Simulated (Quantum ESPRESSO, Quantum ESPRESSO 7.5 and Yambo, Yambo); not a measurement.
# MgO (Periclase): G0W0 on several meshes in Yambo

Aim: the GW shift of MgO (Periclase) against the k mesh.

Main program and level: Quantum ESPRESSO 7.5 and Yambo 5.3.0; PBE and many-body steps on it, plane waves.

The database entry behind the starting cell differs from later determinations by our own check (about 0.1 % long), so it need not match the best structure at ambient conditions.

**1. The structure**

Symmetry: Fm-3m, No. 225, cubic system. The conventional cell has a = 4.217 Å, b = 4.217 Å, c = 4.217 Å, α = 90.00°, β = 90.00°, γ = 90.00°. Nearest to Mg lie 6 O at 2.11 Å. O has 6 Mg at 2.11 Å nearest. Farther neighbours and most contacts between anions are not listed.

The cell and positions come from the Crystallography Open Database and are kept as given unless a step says otherwise.

**2. Empty states on the mesh, 2×2×2 mesh, 63 bands**

This step: Quantum ESPRESSO 7.5; DFT, PBE, plane waves, norm-conserving pseudopotentials.

The sums over transitions need many empty states on a uniform mesh; this step solves for them.

pw.in

```
&control
  calculation = 'nscf'
  prefix = 'x'
  outdir = 'o'
  pseudo_dir = 'pseudo'
/
&system
  ibrav = 0
  nat = 2
  ntyp = 2
  ecutwfc = 76.0
  nbnd = 63
  force_symmorphic = .true.
/
&electrons
  conv_thr = 1e-9
  electron_maxstep = 80
  diago_full_acc = .true.
  diago_thr_init = 5e-6
/
ATOMIC_SPECIES
  Mg 24.305 Mg.upf
  O 15.999 O.upf
CELL_PARAMETERS angstrom
  -0.0000000000 2.1085000000 2.1085000000
  2.1085000000 0.0000000000 2.1085000000
  2.1085000000 2.1085000000 0.0000000000
ATOMIC_POSITIONS crystal
  Mg 0.0000000000 0.0000000000 0.0000000000
  O 0.5000000000 0.5000000000 0.5000000000
K_POINTS automatic
  2 2 2 0 0 0
```

Command:

```console
OMP_NUM_THREADS=1 mpirun -n 4 pw.x -nk 4 -in pw.in > pw.out
```

The program printed:

```text
Program PWSCF v.7.5 starts

     This program is part of the open-source Quantum ESPRESSO suite
     for quantum simulation of materials; please cite
         "P. Giannozzi et al., J. Phys.:Condens. Matter 21 395502 (2009);
         "P. Giannozzi et al., J. Phys.:Condens. Matter 29 465901 (2017);
         "P. Giannozzi et al., J. Chem. Phys. 152 154105 (2020);
     in publications or presentations arising from this work. More details at

     Atomic positions and unit cell read from directory:
     o/x.save/

     Message from routine setup:
[...]
112.4989 112.4989 115.7783 115.7783 116.0864 116.0864 117.1736

          k =-0.7071 0.0000 0.0000 (  1428 PWs)   bands (ev):

[...]
82.7531  82.7531  84.2471  87.2315  94.8249  96.3531  96.3531  99.4170
    99.4170 103.1288 103.1288 105.3907 106.2123 107.1415 108.8486 109.3564
   109.3564 109.9633 112.1545 114.4166 116.4754 116.4754 117.1514

     highest occupied, lowest unoccupied level (ev):     8.0109   12.7439

     XML data file, pseudopotentials, collected wavefunctions

=------------------------------------------------------------------------------=
   JOB DONE.
=------------------------------------------------------------------------------=
```

Run time: 1.2 s. Hardware: 4 MPI ranks of Arm Neoverse V1, shared host; peak memory 0.05 GiB.

This step gave:

```yaml
gap: 4.733 eV
k_of_the_valence_top: 0, 0, 0
k_of_the_conduction_bottom: 0, 0, 0
least_direct_gap: 4.733 eV
k_points_computed: 3
lowest_point_of_the_top_converged_band_above_the_valence_top: 109.1405 eV
```

On this mesh the gap is 4.733 eV.

The density comes from a self-consistent run that is not shown.

**3. Conversion and set-up**

This step: Yambo 5.3.0; conversion and set-up on PBE, plane waves, norm-conserving pseudopotentials.

The states are converted to the many-body program's format and the q mesh is built.

Command:

```console
(cd o/x.save; p2y > p2y.log; mv SAVE ../..); yambo > setup.log
```

The program printed:

```text
 Yambo, version 5.3.0

 [02] CORE Variables Setup
 =========================

  [02.01] Unit cells
  ==================

  Cell kind             :  FCC
  Atoms in the cell     :  Mg  O
  number of Mg atoms    :  1
  number of O  atoms    :  1

  List of atomic masses
  Mass of Mg    :  24.30500
  Mass of O     :  15.99900

  List of atomic coordinates    : [cc]
  Mg1       :  0.000000  0.000000  0.000000  order 1
  O1       :  3.984488  3.984488  3.984488  order 2

  Alat factors          :  3.984488  3.984488  3.984488 [a.u.]
  Direct lattice volume :  126.5166 [a.u.]
[...]
0.000000  0.000000  0.000000  0.000000  0.000000  0.000000  0.000000  0.000000

 [03] Transferred momenta grid and indexing
 ==========================================

 IBZ Q-points                                      :  3
 BZ  Q-points                                      :   8

 K/Q-points units:
 rlu = crystal or reduced units; cc = cartesian coordinates; iku = interal k-units

 Q [1]          [rlu]:  0.000000  0.000000  0.000000
 Q [2]          [rlu]: -0.30736E-17 -0.30736E-17 -0.50000
 Q [3]          [rlu]: -0.18936E-16 -0.50000     -0.50000

  [03.01] X indexes
  =================

   [03.01.01] Sigma indexes
   ========================

 [06] Game Over & Game summary
```

Wall time 1.8 s (1 MPI rank); peak memory 0.23 GiB.

**4. 2×2×2**

G0W0 replaces the xc potential by the self-energy, built once from these orbitals. Only a window of levels is corrected, while the sums run over the empty bands that the input names.

This step: G0W0 on PBE, plane waves, norm-conserving pseudopotentials.

gw13.in

```
HF_and_locXC
gw0
dyson
ppa
em1d
rim_cut
RandQpts= 1000000
RandGvec= 1 RL
EXXRLvcs= 76 Ry
VXCRLvcs= 304 Ry
Chimod= "HARTREE"
% BndsRnXp
 1 | 63 |
%
NGsBlkXp= 15.5 Ry
% LongDrXp
 1 | 1 | 1 |
%
% GbndRnge
 1 | 63 |
%
DysSolver= "n"
ExtendOut
PPAPntXp= 27.21138 eV
% QPkrange
 1 | 1 | 7 | 10 |
%
```

Command:

```console
OMP_NUM_THREADS=1 mpirun -n 4 yambo -F gw13.in -J gw13 -C gw13 > gw13.log
```

The program printed:

```text
 Yambo, version 5.3.0

 [02] CORE Variables Setup
 =========================

  [... cell, symmetries and grids as in the set-up ...]

  [02.05] Energies & Occupations
  ==============================

  [X] === General ===
  [X] Electronic Temperature                        :  0.000000  0.000000 [eV K]
  [X] Bosonic    Temperature                        :  0.000000  0.000000 [eV K]
  [X] Finite Temperature mode                       : no
  [X] El. density                                   :  0.85343E+24 [cm-3]
  [X] Fermi Level                                   :  8.010855 [eV]

  [X] === Gaps and Widths ===
  [X] Conduction Band Min                           :  4.733022 [eV]
  [X] Valence Band Max                              :  0.000000 [eV]
  [X] Filled Bands                                  :   8
  [X] Empty Bands                                   :    9   63
  [X] Direct Gap                                    :  4.733022 [eV]
  [X] Direct Gap localized at k                     :  1
  [X] Indirect Gap                                  :  4.733022 [eV]
  [X] Indirect Gap between kpts                     :  1  1
  [X] Last valence band width                       :  1.328275 [eV]
  [X] 1st conduction band width                     :  4.489177 [eV]

 [03] Transferred momenta grid and indexing
 ==========================================

 IBZ Q-points                                      :  3
 BZ  Q-points                                      :   8

 K/Q-points units:
 rlu = crystal or reduced units; cc = cartesian coordinates; iku = interal k-units

 Q [1]          [rlu]:  0.000000  0.000000  0.000000
 Q [2]          [rlu]: -0.30736E-17 -0.30736E-17 -0.50000
 Q [3]          [rlu]: -0.18936E-16 -0.50000     -0.50000

 [04] Coloumb potential Random Integration (RIM)
 ===============================================

  [04.01] RIM initialization
  ==========================

  * Diagonal components only detected *

  8 x (sBL volume)        :  1.960614 [a.u.]
  sBZ random points       :  1000000
  Points outside the sBZ  :   7996195
  RL volume               :  1.960614 [a.u.]
  Integrated volume       :  1.961547 [a.u.]

  [04.02] RIM integrals
  =====================

  Gamma point sphere radius             :  0.227029 [a.u.]
  Points outside the sphere             :   799659
  [Int_sBZ(q=0) 1/q^2]*(Vol_sBZ)^(-1/3) =:  7.764404
                                 should be <:  7.795600

  Summary of Coulomb integrals for non-metallic bands |Q|[au] RIM/Bare

  Q [1] 0.100000E-4 0.995998 * Q [2] 0.682823 1.064860
  Q [3] 0.788456 1.063764

 [05] Dipoles
 ============

  [05.01] Setup: observables and procedures
  =========================================

 [06] Dynamic Dielectric Matrix (PPA)
 ====================================

 [WR./gw13//ndb.pp]--------------------------------------------------------------
  Brillouin Zone Q/K grids (IBZ/BZ)                :   3   8   3   8
  RL vectors                                       :  1837 [WF]
  Coulomb cutoff potential                         : none
  Electronic Temperature                           :  0.000000 [K]
  Bosonic    Temperature                           :  0.000000 [K]
  PPA    diel. fun.  energies                      : Perdew, Burke & Ernzerhof(X)+Perdew, Burke & Ernzerhof(C)
  wavefunctions                                    : Perdew, Burke & Ernzerhof(X)+Perdew, Burke & Ernzerhof(C)
  Global Gauge                                     : length
  X matrix size                                    :  169
  X band range                                     :    1   63
  X e/h energy range                               : -1.000000 -1.000000 [eV]
  X Time ordering                                  : R
  X Hxc Kernel                                     : HARTREE
  X Drude frequency                                :  0.000000  0.000000
  X poles                                          :  100.0000 [o/o]
  RL vectors in the sum                            :  1837
  [r,Vnl] included                                 : yes
  Field direction                                  :  0.577350E-5  0.577350E-5  0.577350E-5
  BZ energy Double Grid                            : no
  BZ energy DbGd points                            : 0
  BZ Q point size factor                           : -1.000000
  X Optical Averaged directions                    : none

 [07] Local Exchange-Correlation + Non-Local Fock
 ================================================

 [VXC] Plane waves :  11311
 [EXS] Plane waves :  1459

 QP @ state[ 1 ] K range:  1  1
 QP @ state[ 1 ] b range:   7  10

 [xc] Functional : Perdew, Burke & Ernzerhof(X)+Perdew, Burke & Ernzerhof(C)
 [xc] LIBXC used to calculate xc functional
  PP Number of Atomic Species                      :  2
  NLCC RL compoments                               :  11311
  PP Number of Atomic Species                      :  2
  NLCC RL compoments                               :  11311

 [xc] E_xc :  -11.65248 [Ha]
      E_xc :  -23.30495 [Ry]

  Local XC kind (lXC) : Perdew, Burke & Ernzerhof(X)+Perdew, Burke & Ernzerhof(C)
  Non-Local XC kind (nlXC) : Hartree-Fock

  Corrections @ K [1] :  [eV]
 <7|nlXC|7> = -25.71847  0.76211E-17 <7|lXC|7> = -20.24238  0.75529E-15
 <8|nlXC|8> = -25.71847  0.12195E-16 <8|lXC|8> = -20.24238 -0.37763E-15
 <9|nlXC|9> = -7.886771 -0.64865E-17 <9|lXC|9> = -13.26566  0.36335E-19
 <10|nlXC|10> = -3.381977  0.26893E-17 <10|lXC|10> = -9.339775  0.37764E-15

 [08] Dyson equation: Newton solver
 ==================================

  [08.01] G0W0 (W PPA)
  ====================

  [  GW  ] Bands range     :    1   63
  [GW/PPA] G damping       :  0.100000 [eV]

  QP @ state[ 1 ] K range:  1  1
  QP @ state[ 1 ] b range:   7  10

   Sc/G bands                                       :    1   63
   Sc/G damping                                     :  0.100000 ev
   Sc bands terminator                              : no
   Sx RL components                                 :  1459

   QP @ state[ 1 ] K range                          :  1  1
   QP @ state[ 1 ] b range                          :   7  10
   GF energies kind                                 : Perdew, Burke & Ernzerhof(X)+Perdew, Burke & Ernzerhof(C)
   GF WF`s kind                                     : Perdew, Burke & Ernzerhof(X)+Perdew, Burke & Ernzerhof(C)
   Xs energies kind                                 : Perdew, Burke & Ernzerhof(X)+Perdew, Burke & Ernzerhof(C)
   Xs WF`s kind                                     : Perdew, Burke & Ernzerhof(X)+Perdew, Burke & Ernzerhof(C)

 [11] Game Over & Game summary
```

The job ended after 3.4 s (4 MPI ranks; peak memory 0.96 GiB; 9.4 s of CPU time).

This step gave:

- G0W0 gap on the points computed: 6.572 eV
- starting gap on the mesh: 4.733 eV
- k of the valence top: 0, 0, 0
- k of the conduction bottom: 0, 0, 0
- least direct G0W0 gap on the computed points: 6.572 eV
- Z at the valence top: 0.7984
- Z at the conduction bottom: 0.8369

The gap on the mesh goes from 4.73 eV to 6.57 eV, a correction of +1.84 eV.

**5. Empty states on the mesh, 6×6×6 mesh, 63 bands**

This step: Quantum ESPRESSO 7.5; DFT, PBE, plane waves, norm-conserving pseudopotentials.

Changes to pw.in since step 2:

```diff
@@ -31,2 +31,2 @@
 K_POINTS automatic
-  2 2 2 0 0 0
+  6 6 6 0 0 0
```

Command:

```console
OMP_NUM_THREADS=1 mpirun -n 4 pw.x -nk 4 -in pw.in > pw.out
```

The program printed:

```text
[banner, memory and clock lines left out]
Program PWSCF v.7.5 starts

     Atomic positions and unit cell read from directory:
     o/x.save/

     Message from routine setup:
     using ibrav=0 with symmetry is DISCOURAGED, use correct ibrav instead

     G-vector sticks info

     bravais-lattice index     =            0
     lattice parameter (alat)  =       5.6349  a.u.
     unit-cell volume          =     126.5166 (a.u.)^3
     number of atoms/cell      =            2
     number of atomic types    =            2
     number of electrons       =        16.00
[...]
k = 0.1179 0.1179-0.1179 (  1417 PWs)   bands (ev):

[...]
103.4856 105.0784 105.0784 106.3109 106.3109 110.9927 113.9140

          k = 0.2357 0.2357-0.2357 (  1411 PWs)   bands (ev):

[...]
86.2440  86.3604  86.5270  86.5270  87.0146  87.0146  91.7827  93.0714
    93.0714  97.9779 102.1815 102.1815 105.0299 107.9481 107.9481 108.5605
   108.5605 109.5946 109.5946 109.9148 109.9467 114.8290 116.9531

          k =-0.3536-0.3536 0.3536 (  1404 PWs)   bands (ev):

     [... further k-points ...]

     highest occupied, lowest unoccupied level (ev):     8.0109   12.7439

     XML data file, pseudopotentials, collected wavefunctions
```

Run time: 2.3 s. Hardware: 4 MPI ranks; peak memory 0.2 GiB; 9.1 s of CPU time.

This step gave:

* gap: 4.733 eV
* k of the valence top: 0, 0, 0
* k of the conduction bottom: 0, 0, 0
* least direct gap: 4.733 eV
* k points computed: 16
* lowest point of the top converged band, above the valence top: 103.7953 eV

On this mesh the gap is 4.733 eV.

**6. Conversion and set-up**

This step: Yambo 5.3.0; conversion and set-up on PBE, plane waves, norm-conserving pseudopotentials.

Command:

```console
(cd o/x.save; p2y > p2y.log; mv SAVE ../..); yambo > setup.log
```

The program printed:

```text
 Yambo, version 5.3.0

 [02] CORE Variables Setup
 =========================

  [02.01] Unit cells
  ==================

  Cell kind             :  FCC
  Atoms in the cell     :  Mg  O
  number of Mg atoms    :  1
  number of O  atoms    :  1

  List of atomic masses
  Mass of Mg    :  24.30500
  Mass of O     :  15.99900

  List of atomic coordinates    : [cc]
  Mg1       :  0.000000  0.000000  0.000000  order 1
  O1       :  3.984488  3.984488  3.984488  order 2

  Alat factors          :  3.984488  3.984488  3.984488 [a.u.]
  Direct lattice volume :  126.5166 [a.u.]
[...]
Q [ 1]         [rlu]:  0.000000  0.000000  0.000000
 Q [ 2]         [rlu]:  0.72302E-17 -0.20525E-16  0.16667
 Q [ 3]         [rlu]:  0.14460E-16 -0.41051E-16  0.33333
[...]
Q [ 8]         [rlu]: -0.30736E-17  0.16667     -0.33333
 Q [ 9]         [rlu]:  0.13295E-16  0.16667     -0.16667
 Q [10]         [rlu]:  0.12624E-16  0.33333      0.33333
     [... 4 further rows ...]
 Q [15]         [rlu]:  0.166667  0.333333 -0.333333
 Q [16]         [rlu]:  0.166667 -0.500000 -0.333333

  [03.01] X indexes
  =================

   [03.01.01] Sigma indexes
   ========================

 [06] Game Over & Game summary
```

Run time: 1.9 s. Hardware: 1 MPI rank; peak memory 0.23 GiB.

**7. 6×6×6**

This step: G0W0 on PBE, plane waves, norm-conserving pseudopotentials.

gw14.in

```
HF_and_locXC
gw0
dyson
ppa
em1d
rim_cut
RandQpts= 1000000
RandGvec= 1 RL
EXXRLvcs= 76 Ry
VXCRLvcs= 304 Ry
Chimod= "HARTREE"
% BndsRnXp
 1 | 63 |
%
NGsBlkXp= 15.5 Ry
% LongDrXp
 1 | 1 | 1 |
%
% GbndRnge
 1 | 63 |
%
DysSolver= "n"
ExtendOut
PPAPntXp= 27.21138 eV
% QPkrange
 1 | 1 | 7 | 10 |
%
```

Command:

```console
OMP_NUM_THREADS=1 mpirun -n 4 yambo -F gw14.in -J gw14 -C gw14 > gw14.log
```

The program printed:

```text
 Yambo, version 5.3.0

 [02] CORE Variables Setup
 =========================

  [... cell, symmetries and grids as in the set-up ...]

  [02.05] Energies & Occupations
  ==============================

  [X] === General ===
  [X] Electronic Temperature                        :  0.000000  0.000000 [eV K]
  [X] Bosonic    Temperature                        :  0.000000  0.000000 [eV K]
  [X] Finite Temperature mode                       : no
  [X] El. density                                   :  0.85343E+24 [cm-3]
  [X] Fermi Level                                   :  8.010855 [eV]

  [X] === Gaps and Widths ===
  [X] Conduction Band Min                           :  4.733022 [eV]
  [X] Valence Band Max                              :  0.000000 [eV]
  [X] Filled Bands                                  :   8
  [X] Empty Bands                                   :    9   63
  [X] Direct Gap                                    :  4.733022 [eV]
  [X] Direct Gap localized at k                     :  1
  [X] Indirect Gap                                  :  4.733022 [eV]
  [X] Indirect Gap between kpts                     :  1  1
  [X] Last valence band width                       :  1.645948 [eV]
  [X] 1st conduction band width                     :  5.872061 [eV]

 [03] Transferred momenta grid and indexing
 ==========================================

 IBZ Q-points                                      :  16
 BZ  Q-points                                      :  216

 K/Q-points units:
 rlu = crystal or reduced units; cc = cartesian coordinates; iku = interal k-units

 Q [ 1]         [rlu]:  0.000000  0.000000  0.000000
 Q [ 2]         [rlu]:  0.72302E-17 -0.20525E-16  0.16667
 Q [ 3]         [rlu]:  0.14460E-16 -0.41051E-16  0.33333
[...]
================================================

 [VXC] Plane waves :  11311
 [EXS] Plane waves :  1459

 QP @ state[ 1 ] K range:  1  1
 QP @ state[ 1 ] b range:   7  10

 [xc] Functional : Perdew, Burke & Ernzerhof(X)+Perdew, Burke & Ernzerhof(C)
 [xc] LIBXC used to calculate xc functional
  PP Number of Atomic Species                      :  2
  NLCC RL compoments                               :  11311
  PP Number of Atomic Species                      :  2
  NLCC RL compoments                               :  11311

 [xc] E_xc :  -11.58440 [Ha]
      E_xc :  -23.16879 [Ry]

  Local XC kind (lXC) : Perdew, Burke & Ernzerhof(X)+Perdew, Burke & Ernzerhof(C)
  Non-Local XC kind (nlXC) : Hartree-Fock

  Corrections @ K [1] :  [eV]
 <7|nlXC|7> = -25.49251 -0.53580E-17 <7|lXC|7> = -20.10751 -0.75526E-15
 <8|nlXC|8> = -25.49255 -0.10224E-17 <8|lXC|8> = -20.10751 -0.18882E-15
 <9|nlXC|9> = -8.934742 -0.32547E-17 <9|lXC|9> = -13.45234 -0.13621E-18
 <10|nlXC|10> = -3.693327 -0.13188E-17 <10|lXC|10> = -9.568146 -0.18882E-15

 [08] Dyson equation: Newton solver
 ==================================

  [08.01] G0W0 (W PPA)
  ====================

  [  GW  ] Bands range     :    1   63
  [GW/PPA] G damping       :  0.100000 [eV]

  QP @ state[ 1 ] K range:  1  1
  QP @ state[ 1 ] b range:   7  10

   Sc/G bands                                       :    1   63
   Sc/G damping                                     :  0.100000 ev
   Sc bands terminator                              : no
   Sx RL components                                 :  1459

   QP @ state[ 1 ] K range                          :  1  1
   QP @ state[ 1 ] b range                          :   7  10
   GF energies kind                                 : Perdew, Burke & Ernzerhof(X)+Perdew, Burke & Ernzerhof(C)
   GF WF`s kind                                     : Perdew, Burke & Ernzerhof(X)+Perdew, Burke & Ernzerhof(C)
   Xs energies kind                                 : Perdew, Burke & Ernzerhof(X)+Perdew, Burke & Ernzerhof(C)
   Xs WF`s kind                                     : Perdew, Burke & Ernzerhof(X)+Perdew, Burke & Ernzerhof(C)

 [11] Game Over & Game summary
```

Wall time 74 s (4 MPI ranks); peak memory 1.2 GiB.

This step gave:

| Item | Value |
| --- | --- |
| G0W0 gap on the points computed | 6.912 eV |
| starting gap on the mesh | 4.733 eV |
| k of the valence top | 0, 0, 0 |
| k of the conduction bottom | 0, 0, 0 |
| least direct G0W0 gap on the computed points | 6.912 eV |
| Z at the valence top | 0.8020 |
| Z at the conduction bottom | 0.8511 |

Against G0W0 in Yambo (2×2×2 mesh, 63 bands, screening to 210.9 eV, Godby-Needs plasmon pole), the gap moves by +0.340 eV.

(Part 1 of 2 ends here.)

[Paths, hosts, dates, memory and timing lines, banners, echoed tables and standing remarks are left out of the program output.]

[Logs are printed without paths, hosts, clocks, repeated set-up lines and the standing remarks that a program may print on its own settings, such as how far it seeks lower states.]

[Runs of the session that timed out or met a known fault of the program may be left out.]

[Hosts, paths, dates, database ids (printed as entryN), source tags and the programs' standing remarks are cut or masked in the printed files.]
